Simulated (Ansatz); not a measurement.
Magnetic states of iron, omega (AlB2-type)

The calculation used Ansatz, DFT, revPBE, plane waves (420 eV) with PAW, scalar-relativistic. (PAW data from PBE, frozen cores regenerated.)

Each start was relaxed and then solved on a dense mesh, with Fermi-Dirac smearing of 0.05 eV (0.1 eV in a metal without spin) extrapolated to zero. Rows within 2 meV/atom of each other tie.

Where does each start end, and how do the energies compare? Starts: non-magnetic; ferromagnetic.


| start | ends | ΔE (meV/atom) | V (Å³/atom) |
| --- | --- | --- | --- |
| ferromagnetic | ferromagnetic, net 2.58 μB per atom | 0.0 | 12.40 |
| non-magnetic | spin not included | 120.6 | 10.59 |
